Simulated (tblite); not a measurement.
Isomers of C8H6. Calculated harmonic vibrations of the isolated species, GFN2-xTB (tblite), most abundant isotopes, no scaling. Errors from tens to a few hundred cm⁻¹ against measured bands are possible. One conformer each.

Electronic energies: GFN2-xTB at the same geometries; isomer energies are rough at this level and their order can be wrong.

| SMILES | electronic energy, lowest = 0 (kcal/mol) |
| --- | --- |
| C1=CC2=CC=CC2=C1 | 7.1 |
| C#C[C@@]12[C@@H]3[C@H]4[C@@H]3[C@@H]1[C@H]42 | 70.0 |
| C#CC1=CC(=C)C=C1 | 31.0 |
| C#Cc1ccccc1 | 0.0 |
| C#CC=C1C=CC=C1 | 30.0 |

How do GFN2-xTB zero-point energies change the relative energies?

| SMILES | ZPE (kcal/mol) | of it from modes above 1550 cm⁻¹ | electronic (kcal/mol) | with ZPE, lowest = 0 (kcal/mol) | lowest mode (cm⁻¹) | rings |
| --- | --- | --- | --- | --- | --- | --- |
| C#Cc1ccccc1 | 66.6 | 34.6 | 0.0 | 0.0 | 126 | 1 |
| C1=CC2=CC=CC2=C1 | 67.3 | 31.5 | 7.1 | 7.8 | 136 | 2 |
| C#CC=C1C=CC=C1 | 65.4 | 34.9 | 30.0 | 28.9 | 103 | 1 |
| C#CC1=CC(=C)C=C1 | 65.2 | 37.3 | 31.0 | 29.6 | 109 | 1 |
| C#C[C@@]12[C@@H]3[C@H]4[C@@H]3[C@@H]1[C@H]42 | 66.5 | 30.4 | 70.0 | 69.9 | 138 | 5 |

The zero-point energies span 2.1 kcal/mol, from `C#CC1=CC(=C)C=C1` to `C1=CC2=CC=CC2=C1`. The order is unchanged.

What do entropy and thermal enthalpy add at 298.15 K and 1 bar (rigid rotor, harmonic oscillator, one conformer each)?

```json
{"SMILES": "C#Cc1ccccc1", "point group": "C2v", "symmetry number": "2", "S (cal/(mol K))": "79.8", "H − H(0) (kcal/mol)": "4.87", "ZPE + H − H(0) − TS (kcal/mol)": "47.7"}
{"SMILES": "C1=CC2=CC=CC2=C1", "point group": "C2h", "symmetry number": "2", "S (cal/(mol K))": "75.4", "H − H(0) (kcal/mol)": "4.28", "ZPE + H − H(0) − TS (kcal/mol)": "49.1"}
{"SMILES": "C#CC=C1C=CC=C1", "point group": "Cs", "symmetry number": "1", "S (cal/(mol K))": "83.7", "H − H(0) (kcal/mol)": "5.16", "ZPE + H − H(0) − TS (kcal/mol)": "45.6"}
{"SMILES": "C#CC1=CC(=C)C=C1", "point group": "Cs", "symmetry number": "1", "S (cal/(mol K))": "83.5", "H − H(0) (kcal/mol)": "5.21", "ZPE + H − H(0) − TS (kcal/mol)": "45.5"}
{"SMILES": "C#C[C@@]12[C@@H]3[C@H]4[C@@H]3[C@@H]1[C@H]42", "point group": "Cs", "symmetry number": "1", "S (cal/(mol K))": "78.4", "H − H(0) (kcal/mol)": "4.48", "ZPE + H − H(0) − TS (kcal/mol)": "47.6"}
```
